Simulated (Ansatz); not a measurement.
# Pt (Im-3m) in Ansatz: further runs

One crystal, Pt, is run at these levels: PBEsol; tasks: relaxation of cell and atoms.

Program: Ansatz 0.2.0. These are calculated values, not measurements. Logs are shortened: lines on timing, memory, paths and dates and some standing lists are left out, and cuts for length are marked.

**1. The crystal as given**

Symmetry: Im-3m, No. 229, cubic system. The conventional cell has a = 3.168 Å, b = 3.168 Å, c = 3.168 Å, α = 90.00°, β = 90.00°, γ = 90.00°. Pt (site symmetry m-3m) has 8 Pt at 2.74 Å as nearest neighbours.

This isn't the form of Pt at room conditions, which is fcc.

**2. Relaxation of cell and atoms, PBEsol**

input.yaml

```yaml
crystal:
  lattice:
    - [-1.58422, 1.58422, 1.58422]
    - [1.58422, -1.58422, 1.58422]
    - [1.58422, 1.58422, -1.58422]
  atoms:
    - { symbol: Pt, position: [0.0, 0.0, 0.0] }
hamiltonian:
  xc: pbesol
  pseudopotentials: { kind: paw }
kpoints:
  mp_grid: { grid: [12, 12, 12] }
scf:
  occupations: { method: fermi_dirac, width: 0.05 }
output:
  forces: true
  stress: true
  eigenvalues: true
  write_density: true
  write_potential: true
  elf: true
  volumetric_format: npy
relax:
  f_tol: 0.01
  max_steps: 40
  cell: { stress_tol: 0.05 }
```

Potentials or basis: Ansatz PAW.

Launch:

```console
$ ansatz run input.yaml --threads 2 --pin off --max-ram 5632MiB --backend cpu --events-out ev --progress --plain --runs-dir out
```

Output:

```text
Warning: RAYON_NUM_THREADS=2 ignored (pool sized by the plan → 2); use --threads N
Engine: ansatz 0.2.0, aarch64-unknown-linux-gnu
Pseudopotentials: kind: paw
Pseudopotential: Pt, paw, valence charge 18, recommended cutoff 420 eV (normal), Pt.paw.azcp
Functional definition: PBEsol
  exchange = pbesol_x
  correlation = pbesol_c
Crystal: 1 atoms, lattice volume = 15.904 Å³
Basis set: ecut = 420 eV, 321 PW (Γ), exchange–correlation on 40×40×40 points (8 copies of the dense FFT grid, shifted against one another)
Bands: 13, of which v1, the nominal top of the filled ones, is band 9 counted from 1 (8 counted from 0)
Symmetry: 48 space group operations
Space group: Im-3m (ITA 229), of the structure as read, at distance tolerance 2.5e-5 Å
k-points: 72 of 1728
Non-local potential: Pt, projectors of the file, l = 0: 3, l = 1: 2, l = 2: 2, l = 3: 1
PAW form: soft (Blöchl's): semilocal exchange-correlation on the pseudo side does not see the compensation charge
PAW frozen core: Pt, regenerated for the run's functional, and the local potential with it (the file was generated under x = pbe(κ = 0.804, μ = 0.2195149727645171), c = pbe(β = 0.06672455060314922))
PAW one-centre angular grid: Pt, 590 points (default); XC on 64 Gauss nodes
Initial density: superposition of atomic densities (neutral atoms: chi_scale 0, normalization atom), corrected by the library's trained network
Initial wavefunctions: pseudopotential atomic-orbital guess
Functional: x = pbesol(κ = 0.804, μ = 0.12345679012345678), c = pbesol(β = 0.046)
SCF iter   1: F=—  HF=-12383.700387 eV  |F-HF|=—  |Δ(HF+E_count)|=         —  Δρ=5.11e-3  dr2=2.78e-3  ethr=1.77e-3  ⟨swp⟩=5.0  Hψ=5191  notcnv=0
preconditioner: auto → none  [metal: Δε(μ)=0.087 eV  Ē_g=13.521 eV  σ=0.050 eV  W_gap=0.41  n_scr=0 (ndim 8)  ℏωp=29.4 eV  f_vac=0.000  D(μ)=0.69/eV (n_scr^D=0)]
SCF iter   2: F=—  HF=-12383.699797 eV  |F-HF|=—  |Δ(HF+E_count)|=   5.91e-4  Δρ=1.92e-3  dr2=1.73e-4  ethr=1.54e-5  ⟨swp⟩=2.4  Hψ=1992  notcnv=0
SCF iter   3: F=—  HF=-12383.699821 eV  |F-HF|=—  |Δ(HF+E_count)|=   2.41e-5  Δρ=9.99e-4  dr2=3.29e-5  ethr=9.59e-7  ⟨swp⟩=2.5  Hψ=1447  notcnv=0
SCF iter   4: F=—  HF=-12383.699850 eV  |F-HF|=—  |Δ(HF+E_count)|=   2.89e-5  Δρ=1.67e-4  dr2=8.62e-7  ethr=1.83e-7  ⟨swp⟩=2.0  Hψ=1385  notcnv=0
iter 5 did not close the SCF: its close was put off for the readings that it lacked (scf_convergence_deferred on its scf_iter line)
SCF iter   5: F=-12383.699851 eV  HF=-12383.699851 eV  |F-HF|=5.55e-9  |Δ(HF+E_count)|=   1.02e-6  Δρ=1.70e-5  dr2=1.10e-8  ethr=4.79e-9  ⟨swp⟩=2.2  Hψ=1409  notcnv=0
SCF iter   6: F=-12383.699851 eV  HF=-12383.699851 eV  |F-HF|=1.09e-11  |Δ(HF+E_count)|=   6.43e-9  Δρ=8.32e-7  dr2=3.18e-11  ethr=6.10e-11  ⟨swp⟩=4.1  Hψ=4480  notcnv=0
SCF 1 converged in 6 iterations: F = -12383.699851 eV  dr2 = 3.18e-11
relax step   1: F+E_penalty+E_count = -12383.69985064 eV  Δ(F+E_penalty+E_count) = +0.000e0 eV  max|allowed force component| = 0.000e0 eV/Å  Δτ_max = 0.0000 Å  P = -11.206 GPa  Ω = 15.904 Å³  (6 SCF iters, dr2 threshold 1.00e-7 eV, accepted)
Crystal: 1 atoms, lattice volume = 13.865 Å³
Basis set: ecut = 420 eV, 249 PW (Γ), exchange–correlation on 40×40×40 points (8 copies of the dense FFT grid, shifted against one another)
Initial density: handed on by an earlier stage of this run
Initial wavefunctions: those handed on with the density
iter 1 solved again at ethr=3.82e-5 eV; its pass at ethr=3.10e-3 eV (dr2=6.88e-3 eV) is discarded
SCF iter   1: F=—  HF=-12383.606440 eV  |F-HF|=—  |Δ(HF+E_count)|=         —  Δρ=1.01e-2  dr2=6.78e-3  ethr=3.82e-5  ⟨swp⟩=1.0  Hψ=6511  notcnv=0
preconditioner: auto → none  [metal: Δε(μ)=0.113 eV  Ē_g=15.090 eV  σ=0.050 eV  W_gap=0.49  n_scr=0 (ndim 8)  ℏωp=31.5 eV  f_vac=0.000  D(μ)=0.49/eV (n_scr^D=0)]
SCF iter   2: F=—  HF=-12383.605225 eV  |F-HF|=—  |Δ(HF+E_count)|=   1.22e-3  Δρ=4.66e-3  dr2=8.74e-4  ethr=3.77e-5  ⟨swp⟩=2.4  Hψ=1303  notcnv=0
SCF iter   3: F=—  HF=-12383.605247 eV  |F-HF|=—  |Δ(HF+E_count)|=   2.20e-5  Δρ=1.29e-3  dr2=9.95e-5  ethr=4.86e-6  ⟨swp⟩=2.0  Hψ=1582  notcnv=0
SCF iter   4: F=—  HF=-12383.605249 eV  |F-HF|=—  |Δ(HF+E_count)|=   1.77e-6  Δρ=1.15e-4  dr2=4.72e-7  ethr=5.53e-7  ⟨swp⟩=2.2  Hψ=1238  notcnv=0
SCF iter   5: F=-12383.605250 eV  HF=-12383.605250 eV  |F-HF|=7.83e-9  |Δ(HF+E_count)|=   4.14e-7  Δρ=1.25e-5  dr2=8.74e-9  ethr=5.56e-10  ⟨swp⟩=8.2  Hψ=5955  notcnv=0
SCF 2 converged in 5 iterations: F = -12383.605250 eV  dr2 = 8.74e-9
relax step   2: F+E_penalty+E_count = -12383.60524950 eV  Δ(F+E_penalty+E_count) = +9.460e-2 eV  max|allowed force component| = 0.000e0 eV/Å  Δτ_max = 0.0000 Å  P = +32.194 GPa  Ω = 13.865 Å³  energy of the carried Pulay correction = +7.618e-4 eV  (5 SCF iters, dr2 threshold 1.00e-7 eV, rejected (line search))
Crystal: 1 atoms, lattice volume = 15.322 Å³
iter 1 solved again at ethr=2.19e-5 eV; its pass at ethr=3.10e-3 eV (dr2=3.95e-3 eV) is discarded
SCF iter   1: F=—  HF=-12383.725734 eV  |F-HF|=—  |Δ(HF+E_count)|=         —  Δρ=7.30e-3  dr2=3.94e-3  ethr=2.19e-5  ⟨swp⟩=1.0  Hψ=6454  notcnv=0
preconditioner: auto → none  [metal: Δε(μ)=0.095 eV  Ē_g=13.959 eV  σ=0.050 eV  W_gap=0.44  n_scr=0 (ndim 8)  ℏωp=30.0 eV  f_vac=0.000  D(μ)=0.64/eV (n_scr^D=0)]
SCF iter   2: F=—  HF=-12383.725186 eV  |F-HF|=—  |Δ(HF+E_count)|=   5.48e-4  Δρ=3.49e-3  dr2=5.86e-4  ethr=2.19e-5  ⟨swp⟩=2.2  Hψ=1276  notcnv=0
SCF iter   3: F=—  HF=-12383.725204 eV  |F-HF|=—  |Δ(HF+E_count)|=   1.78e-5  Δρ=9.27e-4  dr2=8.57e-5  ethr=3.26e-6  ⟨swp⟩=2.1  Hψ=1591  notcnv=0
SCF iter   4: F=—  HF=-12383.725190 eV  |F-HF|=—  |Δ(HF+E_count)|=   1.37e-5  Δρ=1.04e-4  dr2=3.34e-7  ethr=4.76e-7  ⟨swp⟩=2.1  Hψ=1269  notcnv=0
SCF iter   5: F=—  HF=-12383.725196 eV  |F-HF|=—  |Δ(HF+E_count)|=   6.13e-6  Δρ=7.03e-6  dr2=2.25e-9  ethr=1.86e-9  ⟨swp⟩=2.1  Hψ=1509  notcnv=0
SCF iter   6: F=—  HF=-12383.725196 eV  |F-HF|=—  |Δ(HF+E_count)|=  9.24e-10  Δρ=4.41e-7  dr2=1.43e-11  ethr=1.25e-11  ⟨swp⟩=2.0  Hψ=1583  notcnv=0
SCF iter   7: F=-12383.725196 eV  HF=-12383.725196 eV  |F-HF|=3.64e-12  |Δ(HF+E_count)|=  1.82e-12  Δρ=1.44e-8  dr2=1.69e-14  ethr=1.00e-12  ⟨swp⟩=5.0  Hψ=3387  notcnv=0
SCF 3 converged in 7 iterations: F = -12383.725196 eV  dr2 = 1.69e-14
relax step   3: F+E_penalty+E_count = -12383.72519640 eV  Δ(F+E_penalty+E_count) = -2.535e-2 eV  max|allowed force component| = 0.000e0 eV/Å  Δτ_max = 0.0000 Å  P = -2.277 GPa  Ω = 15.322 Å³  energy of the carried Pulay correction = +2.072e-4 eV  (7 SCF iters, accepted)
Crystal: 1 atoms, lattice volume = 15.181 Å³
iter 1 solved again at ethr=1.92e-7 eV; its pass at ethr=3.10e-3 eV (dr2=3.45e-5 eV) is discarded
SCF iter   1: F=—  HF=-12383.726165 eV  |F-HF|=—  |Δ(HF+E_count)|=         —  Δρ=6.76e-4  dr2=3.86e-5  ethr=1.92e-7  ⟨swp⟩=2.0  Hψ=6225  notcnv=0
preconditioner: auto → none  [metal: Δε(μ)=0.096 eV  Ē_g=14.045 eV  σ=0.050 eV  W_gap=0.44  n_scr=0 (ndim 8)  ℏωp=30.1 eV  f_vac=0.000  D(μ)=0.61/eV (n_scr^D=0)]
SCF iter   2: F=—  HF=-12383.726158 eV  |F-HF|=—  |Δ(HF+E_count)|=   7.49e-6  Δρ=3.20e-4  dr2=4.91e-6  ethr=1.92e-7  ⟨swp⟩=2.1  Hψ=1270  notcnv=0
SCF iter   3: F=—  HF=-12383.726157 eV  |F-HF|=—  |Δ(HF+E_count)|=   2.81e-7  Δρ=1.16e-4  dr2=7.13e-7  ethr=2.73e-8  ⟨swp⟩=2.1  Hψ=1594  notcnv=0
SCF iter   4: F=-12383.726157 eV  HF=-12383.726157 eV  |F-HF|=1.39e-9  |Δ(HF+E_count)|=   5.06e-8  Δρ=7.43e-6  dr2=1.85e-9  ethr=5.56e-10  ⟨swp⟩=5.4  Hψ=5051  notcnv=0
SCF 4 converged in 4 iterations: F = -12383.726157 eV  dr2 = 1.85e-9
relax step   4: F+E_penalty+E_count = -12383.72615732 eV  Δ(F+E_penalty+E_count) = -9.609e-4 eV  max|allowed force component| = 0.000e0 eV/Å  Δτ_max = 0.0000 Å  P = +0.244 GPa  Ω = 15.181 Å³  energy of the carried Pulay correction = +2.588e-4 eV  (4 SCF iters, dr2 threshold 1.00e-7 eV, accepted)
Crystal: 1 atoms, lattice volume = 15.194 Å³
iter 1 solved again at ethr=1.73e-9 eV; its pass at ethr=3.10e-3 eV (dr2=3.11e-7 eV) is discarded
SCF iter   1: F=—  HF=-12383.726163 eV  |F-HF|=—  |Δ(HF+E_count)|=         —  Δρ=6.48e-5  dr2=3.77e-7  ethr=1.73e-9  ⟨swp⟩=2.0  Hψ=6000  notcnv=0
preconditioner: auto → none  [metal: Δε(μ)=0.096 eV  Ē_g=14.037 eV  σ=0.050 eV  W_gap=0.44  n_scr=0 (ndim 8)  ℏωp=30.1 eV  f_vac=0.000  D(μ)=0.62/eV (n_scr^D=0)]
SCF iter   2: F=-12383.726163 eV  HF=-12383.726163 eV  |F-HF|=1.27e-8  |Δ(HF+E_count)|=   5.02e-8  Δρ=2.97e-5  dr2=4.41e-8  ethr=5.56e-10  ⟨swp⟩=5.0  Hψ=5029  notcnv=0
SCF 5 converged in 2 iterations: F = -12383.726163 eV  dr2 = 4.41e-8
relax step   5: F+E_penalty+E_count = -12383.72616252 eV  Δ(F+E_penalty+E_count) = -5.198e-6 eV  max|allowed force component| = 0.000e0 eV/Å  Δτ_max = 0.0000 Å  P = -0.004 GPa  Ω = 15.194 Å³  energy of the carried Pulay correction = +2.538e-4 eV  (2 SCF iters, dr2 threshold 1.00e-7 eV, accepted)
Initial wavefunctions: pseudopotential atomic-orbital guess (no wavefunctions were taken with the density)
iter 1 solved again at ethr=3.33e-8 eV; its pass at ethr=3.10e-3 eV (dr2=5.99e-6 eV) is discarded
SCF iter   1: F=—  HF=-12383.725869 eV  |F-HF|=—  |Δ(HF+E_count)|=         —  Δρ=1.18e-4  dr2=2.89e-7  ethr=3.33e-8  ⟨swp⟩=2.8  Hψ=7444  notcnv=0
SCF iter   2: F=—  HF=-12383.725872 eV  |F-HF|=—  |Δ(HF+E_count)|=   2.97e-6  Δρ=5.66e-5  dr2=6.18e-8  ethr=1.60e-9  ⟨swp⟩=1.8  Hψ=1466  notcnv=0
SCF iter   3: F=—  HF=-12383.725872 eV  |F-HF|=—  |Δ(HF+E_count)|=   4.31e-8  Δρ=7.59e-6  dr2=6.99e-9  ethr=3.44e-10  ⟨swp⟩=2.2  Hψ=1577  notcnv=0
SCF iter   4: F=—  HF=-12383.725872 eV  |F-HF|=—  |Δ(HF+E_count)|=   1.64e-9  Δρ=2.05e-6  dr2=1.59e-10  ethr=3.89e-11  ⟨swp⟩=2.3  Hψ=1377  notcnv=0
SCF iter   5: F=-12383.725872 eV  HF=-12383.725872 eV  |F-HF|=7.28e-12  |Δ(HF+E_count)|=  7.09e-11  Δρ=1.15e-7  dr2=7.20e-13  ethr=1.00e-12  ⟨swp⟩=3.8  Hψ=3670  notcnv=0
SCF 6 converged in 5 iterations: F = -12383.725872 eV  dr2 = 7.20e-13
relax step   6: F+E_penalty+E_count = -12383.72587189 eV  Δ(F+E_penalty+E_count) = +2.906e-4 eV  max|allowed force component| = 0.000e0 eV/Å  Δτ_max = 0.0000 Å  P = +0.014 GPa  Ω = 15.194 Å³  stress off target by 1.38e-2 GPa  SCF on the basis re-selected at this cell (its energy is not comparable with the rows above)  (5 SCF iters)
basis re-selected at this cell: Δ(F+E_penalty+E_count) = +2.906e-4 eV, ΔP = +0.018 GPa vs the last step (what re-selecting the basis moved, of the pressure what is left beyond the Pulay correction that the steps carried, after the strain that the cell walked since its last selection, with what the two solves' SCF thresholds leave and, on support functions, any second-order correction that the steps lacked; it is no measure of the basis error at this ecutwfc). This SCF's stress stands 1.38e-2 GPa from its target on what of the cell is left free (relax.cell.stress_tol is 5.00e-2 GPa) and its largest allowed force component is 0.00e0 eV/Å (relax.f_tol is 1.00e-2 eV/Å): within both
SCF converged after 5 iterations
Free energy (F): -12383.725872 eV
Harris-Foulkes:  -12383.725872 eV  (|F-HF|=7.28e-12)
Internal energy: -12383.720211 eV  (E = F + TS)
E sigma→0 (E₀):  -12383.723042 eV
Entropy (-TS):   -0.005661 eV (-5.661 meV/atom)
Fermi energy:    22.695167 eV
--- Per-component energies (eV) ---
  E_band       = -134.554767
  E_kinetic    = 638.373439
  E_local      = -1474.125416  (includes V_loc(G=0)·N_el)
  E_nonlocal   = 203.234899
  E_hartree    = 545.847076
  E_xc         = -260.402210
  E_vxc        = -302.489270  (∫ρ·V_xc dr)
  E_paw        = -9316.488365  (= ΣΔE_a)
  E_vpaw       = -291.242777  (= ΣTr[D̂ρ^β])
  E_aug_tail   = 0.000176  (compensation charges beyond the density's cutoff)
  E_ewald      = -2720.446792
  E_core_change = 0.286981  (= ΣΔE_core)
  E_smearing   = -0.005661  (= −TS)
  E_closure    = 0.000000  (closes the sum)
  Σ components = -12383.725872   (vs F -12383.725872, Δ=0.00e0)
--- Forces (eV/Å), atoms counted from 1 ---
  atom   1  Pt     0.00000000     0.00000000    -0.00000000
  max |Σ_I F_I| component: 1.23e-32 eV/Å
--- Stress (GPa, compression-positive) ---
        0.013838      -0.000000       0.000000
       -0.000000       0.013838       0.000000
        0.000000       0.000000       0.013838
  P = ⅓ Tr σ = 0.0138 GPa (0.138 kbar)
--- Band table (eV; the first three rows and the last of 72) ---
  k-point 0: bands = ["-75.4695", "-29.4233", "-29.4233", "-29.4233", "12.7897", "19.0584", "19.0584", "19.0584", "21.7239", "21.7239", "39.7702", "39.7702", "39.7702"]
  k-point 1: bands = ["-75.4671", "-29.4559", "-29.4346", "-29.4231", "13.0830", "18.9408", "19.0558", "19.2984", "21.5744", "21.7323", "39.9021", "40.0215", "40.2023"]
  k-point 2: bands = ["-75.4605", "-29.5444", "-29.4655", "-29.4225", "13.8986", "18.6333", "19.0227", "19.9938", "21.3169", "21.7658", "39.8545", "39.8922", "41.4316"]
  k-point 71: bands = ["-75.4051", "-29.7768", "-29.7768", "-29.7768", "16.2805", "16.2805", "23.3538", "23.3538", "23.3538", "30.4730", "30.4730", "30.4730", "36.0846"]
--- Relaxed structure (5 steps of the walk, 4 accepted, 1 SCFs on fresh bases) ---
  F+E_penalty+E_count = -12383.72587189 eV   max|allowed force component| = 0.000e0 eV/Å   (the final SCF, on the basis selected at the relaxed cell)
  cell:  # Å, volume = 15.1943 Å³
    - [-1.5602942147190042, 1.5602942147190042, 1.5602942147190042]
    - [1.5602942147190042, -1.5602942147190042, 1.5602942147190042]
    - [1.5602942147190042, 1.5602942147190042, -1.5602942147190042]
  atoms:
    - { symbol: Pt, position: [0.0, 0.0, 0.0] }
```

It took 3.2 s on 2 threads of Arm Neoverse V2, shared host; peak memory 0.28 GiB.

Results:

- Free energy: -12383.7259 eV
- Relaxed volume: 15.19 Å³/atom
- Relaxed cell: a = 2.703 Å, b = 2.703 Å, c = 2.703 Å, α = 109.47°, β = 109.47°, γ = 109.47°
- Space group after relaxing (to 0.05 Å): Im-3m (No. 229)
- Energy gained by relaxing: 26.0 meV/atom
- Ionic steps: 5
- Pressure after relaxing: 0.0 GPa
- Band gap on the k mesh: none (metal or under the smearing width)

The path:
```csv
step,energy change (eV),largest force (eV/Å),volume (Å³)
1,0.0000,0.0000,15.90
2,-0.0253,0.0000,15.32
3,-0.0263,0.0000,15.18
4,-0.0263,0.0000,15.19
5,-0.0260,0.0000,15.19
```

Final structure:
```
Pt
1.0
    -1.56029    1.56029    1.56029
     1.56029   -1.56029    1.56029
     1.56029    1.56029   -1.56029
Pt
1
Direct
  0.00000 0.00000 0.00000
```

Levels at points of the mesh, in eV from the Fermi level:
```
              k point  band 5  band 6  band 7  band 8  band 9  band 10  band 11  band 12  band 13
   (0.00, 0.00, 0.00)   -9.91   -3.64   -3.64   -3.64   -0.97    -0.97    17.08    17.08    17.08
  (0.00, 0.00, -0.50)   -6.91   -5.16   -1.16   -0.61    0.15     1.23     6.70    13.28    16.21
(-0.50, -0.50, -0.50)   -6.41   -6.41    0.66    0.66    0.66     7.78     7.78     7.78    13.39
```

Caveat: the plane-wave basis is chosen anew once the cell has moved, so the energies of steps on either side of that aren't comparable; the PAW data sets come from PBE, with cores solved anew for the run's functional, which leaves a small shift of forces and pressure. Spin-orbit coupling is left out, which matters for the levels of Pt.

**3. Relaxation of cell and atoms, PBEsol, target pressure 2 GPa, at which the enthalpy is minimised**

Edit input.yaml of step 2 so:

```diff
@@ -18,6 +18,2 @@
   eigenvalues: true
-  write_density: true
-  write_potential: true
-  elf: true
-  volumetric_format: npy
 relax:
@@ -25,2 +21,2 @@
   max_steps: 40
-  cell: { stress_tol: 0.05 }
+  cell: { stress_tol: 0.05, p_target: 2.0 }
```

Potentials or basis: Ansatz PAW.

Launch:

```console
$ ansatz run input.yaml --threads 2 --pin off --max-ram 5632MiB --backend cpu --events-out ev --progress --plain --runs-dir out
```

Output:

```text
Warning: RAYON_NUM_THREADS=2 ignored (pool sized by the plan → 2); use --threads N
[... 6 set-up lines as earlier in the session ...]
Crystal: 1 atoms, lattice volume = 15.904 Å³
Basis set: ecut = 420 eV, 321 PW (Γ), exchange–correlation on 40×40×40 points (8 copies of the dense FFT grid, shifted against one another)
Bands: 13, of which v1, the nominal top of the filled ones, is band 9 counted from 1 (8 counted from 0)
[... 2 set-up lines as earlier in the session ...]
k-points: 72 of 1728
[... 2 set-up lines as earlier in the session ...]
[... 92 lines left out ...]
  atom   1  Pt    -0.00000000     0.00000000     0.00000000
  max |Σ_I F_I| component: 5.55e-32 eV/Å
--- Stress (GPa, compression-positive) ---
        2.013348      -0.000000      -0.000000
        0.000000       2.013348      -0.000000
        0.000000      -0.000000       2.013348
  P = ⅓ Tr σ = 2.0133 GPa (20.133 kbar)
--- Band table (eV; the first three rows and the last of 72) ---
  k-point 0: bands = ["-75.2759", "-29.2255", "-29.2255", "-29.2255", "12.9298", "19.2329", "19.2329", "19.2329", "21.9260", "21.9260", "39.9817", "39.9817", "39.9817"]
  k-point 1: bands = ["-75.2734", "-29.2590", "-29.2371", "-29.2253", "13.2251", "19.1139", "19.2302", "19.4755", "21.7743", "21.9345", "40.1164", "40.2429", "40.4181"]
  k-point 2: bands = ["-75.2666", "-29.3499", "-29.2688", "-29.2247", "14.0459", "18.8026", "19.1959", "20.1782", "21.5135", "21.9684", "40.0781", "40.1456", "41.6596"]
  k-point 71: bands = ["-75.2093", "-29.5881", "-29.5881", "-29.5881", "16.4214", "16.4214", "23.5777", "23.5777", "23.5777", "30.7057", "30.7057", "30.7057", "36.4073"]
--- Relaxed structure (5 steps of the walk, 4 accepted, 1 SCFs on fresh bases) ---
  F+E_penalty+E_count = -12383.72519847 eV   max|allowed force component| = 0.000e0 eV/Å   (the final SCF, on the basis selected at the relaxed cell)
  cell:  # Å, volume = 15.0871 Å³
    - [-1.5566176787032158, 1.5566176787032158, 1.5566176787032158]
    - [1.5566176787032158, -1.5566176787032158, 1.5566176787032158]
    - [1.5566176787032158, 1.5566176787032158, -1.5566176787032158]
  atoms:
    - { symbol: Pt, position: [0.0, 0.0, 0.0] }
```

Run time: 3.1 s. Hardware: 2 threads of Arm Neoverse V2, shared host; peak memory 0.28 GiB.

Results:

| Quantity | Value |
| --- | --- |
| Free energy | -12383.7252 eV |
| Relaxed volume | 15.09 Å³/atom |
| Relaxed cell | a = 2.696 Å, b = 2.696 Å, c = 2.696 Å, α = 109.47°, β = 109.47°, γ = 109.47° |
| Space group after relaxing (to 0.05 Å) | Im-3m (No. 229) |
| Energy change on relaxing (the enthalpy is what falls) | -25.3 meV/atom |
| Ionic steps | 5 |
| Pressure after relaxing | 2.0 GPa |
| Band gap on the k mesh | none (metal or under the smearing width) |

Step by step:
```
step  energy change (eV)  largest force (eV/Å)  volume (Å³)
   1              0.0000                0.0000        15.90
   2             -0.0262                0.0000        15.24
   3             -0.0254                0.0000        15.07
   4             -0.0257                0.0000        15.09
   5             -0.0253                0.0000        15.09
```

Final structure:
```
Pt
1.0
    -1.55662    1.55662    1.55662
     1.55662   -1.55662    1.55662
     1.55662    1.55662   -1.55662
Pt
1
Direct
  0.00000 0.00000 0.00000
```

Caveat: the plane-wave basis is chosen anew once the cell has moved, so the energies of steps on either side of that aren't comparable; the PAW data sets come from PBE, with cores solved anew for the run's functional, which leaves a small shift of forces and pressure. Spin-orbit coupling is left out, which matters for the levels of Pt.

(Continued in part 2 of 2.)
